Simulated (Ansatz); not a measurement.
Input and command of a calculation in Ansatz (plane waves; scalar-relativistic PAW potentials unless the input names others):

```yaml
crystal:
  lattice:
    - [0.0, 2.4154536897, -2.4154536897]
    - [4.8309073794, 0.0, 0.0]
    - [-2.4154536897, -4.8309073794, -2.4154536897]
  atoms:
    - { symbol: Na, position: [1.0, 0.0, 1.0] }
    - { symbol: Na, position: [0.3333333333, 0.3333333333, 0.6666666667] }
    - { symbol: Na, position: [0.6666666667, 0.6666666667, 0.3333333333] }
    - { symbol: H, position: [0.0, 0.5, 0.0] }
    - { symbol: H, position: [0.3333333333, 0.8333333333, 0.6666666667] }
    - { symbol: H, position: [0.6666666667, 0.1666666667, 0.3333333333] }
basis:
  ecutwfc: 420
kpoints:
  mp_grid: { grid: [8, 8, 8] }
hamiltonian:
  xc: pbe
  hubbard: { sites: [{ species: H, l: f, u_eff: 30.0 }] }
scf:
  occupations: { method: gaussian, width: 0.02 }
  max_iter: 75
output:
  forces: true
  eigenvalues: true
  stress: true
```

```bash
ansatz run input.yaml --threads 1 --pin off --max-ram 2560MiB --backend cpu --events-out ev --progress --plain --runs-dir out
```

Q: What will the program do with this input?

A: The program refuses it, because of a U on a shell that isn't there (hamiltonian.hubbard: not typed → {"sites": [{"species": "H", "l": "f", "u_eff": 30.0}]}). Without that key it is accepted.

Abridged log:
```
Error: inconsistent input (hamiltonian.hubbard.sites[].l, hamiltonian.hubbard.sites[].shell): the file of H doesn't list 4f, and it can't be added: PBE doesn't bind the shell 4f of the free atom, whose level lies at +1.14 eV. Type an atom or ion with it (hamiltonian.pseudopotentials.projection_atoms), take another file or name another shell
```